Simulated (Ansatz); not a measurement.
**Relaxation of SrO in the CsCl-type structure, step by step**

Computed with Ansatz (plane waves, PAW, 420 eV cutoff): PBE, scalar-relativistic, no spin polarisation, 4×4×4 k-mesh, Gaussian smearing of 0.05 eV; PAW files: Ansatz's generated set soft_2.

This is a trial structure; measured cells of the compound in the Crystallography Open Database are in space group Fm-3m (rock salt).

```yaml
crystal:
  lattice:
    - [6.2674686426, 0.0, 0.0]
    - [0.0, 6.2674686426, 0.0]
    - [0.0, 0.0, 6.2674686426]
  atoms:
    - { symbol: Sr, position: [0.0003596859, 0.0096247975, 0.0080298322] }
    - { symbol: O, position: [0.263003327, 0.242034395, 0.2434882135] }
    - { symbol: Sr, position: [-0.0006142185, 0.0112674681, 0.5002967534] }
    - { symbol: O, position: [0.2403409942, 0.256182448, 0.7633057904] }
    - { symbol: Sr, position: [-0.0028986724, 0.495390192, -0.0026163764] }
    - { symbol: O, position: [0.233616482, 0.7479903771, 0.2412655825] }
    - { symbol: Sr, position: [-0.0034713431, 0.4968891858, 0.4893202855] }
    - { symbol: O, position: [0.2585191438, 0.752777957, 0.743244806] }
    - { symbol: Sr, position: [0.5080421283, 0.0036026271, -0.0036002461] }
    - { symbol: O, position: [0.7439022029, 0.2401912699, 0.2529456585] }
    - { symbol: Sr, position: [0.4883572928, -0.0016245592, 0.491812153] }
    - { symbol: O, position: [0.7387911868, 0.2588463083, 0.753831834] }
    - { symbol: Sr, position: [0.4917785551, 0.4911056691, 0.0055090809] }
    - { symbol: O, position: [0.738051359, 0.7493095919, 0.2401280514] }
    - { symbol: Sr, position: [0.4859876938, 0.4898374862, 0.5118196837] }
    - { symbol: O, position: [0.7606265897, 0.7450441761, 0.7339784874] }
basis:
  ecutwfc: 420
  ecutrho_ratio: 4
kpoints:
  mp_grid: { grid: [4, 4, 4] }
hamiltonian:
  xc: pbe
scf:
  occupations: { method: gaussian, width: 0.05 }
output:
  forces: true
  stress: true
  eigenvalues: true
relax:
  f_tol: 0.02
  max_steps: 80
  cell: { stress_tol: 0.2 }
```

Launched as:
```sh
ansatz run input.yaml --threads 2 --pin off --max-ram 2662MiB --backend cpu --events-out ev --progress --plain --runs-dir out
```

Positions (Å) and forces (eV/Å) at the first step:

```xyz
16
Lattice="6.267 0.000 0.000 0.000 6.267 0.000 0.000 0.000 6.267" Properties=species:S:1:pos:R:3:forces:R:3 pbc="T T T"
Sr    0.002    0.060    0.050    0.208   -0.748   -0.228
O     1.648    1.517    1.526   -0.479    0.135    0.411
Sr   -0.004    0.071    3.136   -0.486   -0.768    0.434
O     1.506    1.606    4.784   -0.086   -0.101   -0.537
Sr   -0.018    3.105   -0.016   -0.304    0.783   -0.460
O     1.464    4.688    1.512    0.006   -0.060    0.184
Sr   -0.022    3.114    3.067   -0.544    0.860    0.250
O     1.620    4.718    4.658    0.013    0.003   -0.071
Sr    3.184    0.023   -0.023   -0.070   -0.634   -0.271
O     4.662    1.505    1.585    0.485    0.208    0.012
Sr    3.061   -0.010    3.082    0.463   -0.655    0.036
O     4.630    1.622    4.725    0.053   -0.307   -0.067
Sr    3.082    3.078    0.035    0.223    0.632    0.213
O     4.626    4.696    1.505   -0.037   -0.103   -0.036
Sr    3.046    3.070    3.208    0.512    0.516    0.052
O     4.767    4.670    4.600    0.042    0.239    0.079
```

**Question.** Where does the relaxation end?

**Answer.** After 16 further evaluations the energy is 337.5 meV/atom lower and the largest force component 0.001 eV/Å; space group P6_3/mmc.
```xyz
16
Lattice="6.242 0.000 0.000 0.000 6.198 0.000 0.000 0.000 7.146" Properties=species:S:1:pos:R:3 pbc="T T T"
Sr   -0.022    0.512    0.881
O     1.539    1.545    2.668
Sr   -0.022    0.512    4.454
O     1.539    1.545    6.241
Sr   -0.022    3.611   -0.906
O     1.539    4.644    0.881
Sr   -0.022    3.611    2.668
O     1.539    4.644    4.454
Sr    3.099   -0.521   -0.905
O     4.660    1.545    2.668
Sr    3.099   -0.521    2.668
O     4.660    1.545    6.241
Sr    3.099    2.578    0.881
O     4.660    4.644    0.881
Sr    3.099    2.578    4.454
O     4.660    4.644    4.454
```

The course:

```
step  E − E(end) (meV/atom)  largest force component (eV/Å)  P (GPa)  a (Å)  b (Å)  c (Å)  accepted
   1                 337.48                           0.860     0.47  6.267  6.267  6.267       yes
   2                 358.17                           1.812     0.65  6.274  6.258  6.276        no
   3                 316.49                           0.356     0.44  6.264  6.261  6.276       yes
   4                 301.25                           0.483     0.57  6.264  6.259  6.296       yes
   5                 274.22                           0.612     1.41  6.263  6.258  6.337       yes
   6                 250.13                           0.678     3.71  6.264  6.260  6.427       yes
   7                 191.13                           0.645     1.24  6.283  6.293  6.740       yes
   8                 150.45                           0.578    -0.62  6.301  6.323  7.014       yes
   9                 114.36                           0.596    -0.31  6.288  6.298  7.121       yes
  10                  75.71                           0.621    -0.08  6.270  6.261  7.127       yes
  11                  45.03                           0.407     0.26  6.260  6.226  7.072       yes
  12                  22.18                           0.269     0.27  6.239  6.214  7.045       yes
  13                  15.74                           0.012     0.02  6.239  6.221  7.036       yes
  14                   1.91                           0.012     1.06  6.239  6.221  7.036       yes
  15                   0.56                           0.008     0.14  6.244  6.199  7.131       yes
  16                   0.58                           0.001     0.00  6.242  6.198  7.146       yes
  17                   0.00                           0.001     0.06  6.242  6.198  7.146       yes
```

Late in the path the plane-wave basis is renewed for the changed cell, which shifts energy and pressure at the same geometry (Pulay error), so rows before the renewal hold an offset.

It ran for 11 min on 2 threads of Arm Neoverse V2 (shared host), peak memory 0.87 GiB.

